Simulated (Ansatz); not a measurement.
**Moving the dispersion correction in P**

The cell as given:

The structure is trigonal, space group R-3m (No. 166). Conventional cell: a = 3.451 Å, b = 3.451 Å, c = 9.389 Å, α = 90.00°, β = 90.00°, γ = 120.00°. Around P (site symmetry 3m) lie 3 P at 2.29 Å.

This isn't the form of P at room conditions, which is orthorhombic.

Kept alike: task relaxation of cell and atoms; functional r2SCAN; k mesh 9 × 9 × 9; occupations fermi-dirac, width 0.05 eV; no spin polarisation. Program: Ansatz, Ansatz PAW, cutoff 500 eV. The mesh is that of the run's cell of 2 atoms. No spin-orbit coupling.

| dispersion correction | volume (Å³/atom) |
| --- | --- |
| D3(BJ) | 15.557 |
| D3(BJ)-ATM | 15.723 |
| D4 | 15.741 |
| none | 16.245 |
| rVV10 | 15.927 |

The relaxations keep at least the cell's symmetry (R-3m). For a metal such a mesh leaves the last digits unconverged. Relaxations stop with a little pressure left, so the last digits of a volume or edge aren't settled. All rows use potentials made for PBE.

Task: What does the dispersion correction change here?

Result: The volume runs from 15.557 (D3(BJ)) to 16.245 Å³/atom (none). Against no correction: D3(BJ) -4.2 %; D3(BJ)-ATM -3.2 %; D4 -3.1 %; rVV10 -2.0 %. Dispersion terms mostly attract and so lower the volume; the schemes' coefficients and damping set how far.
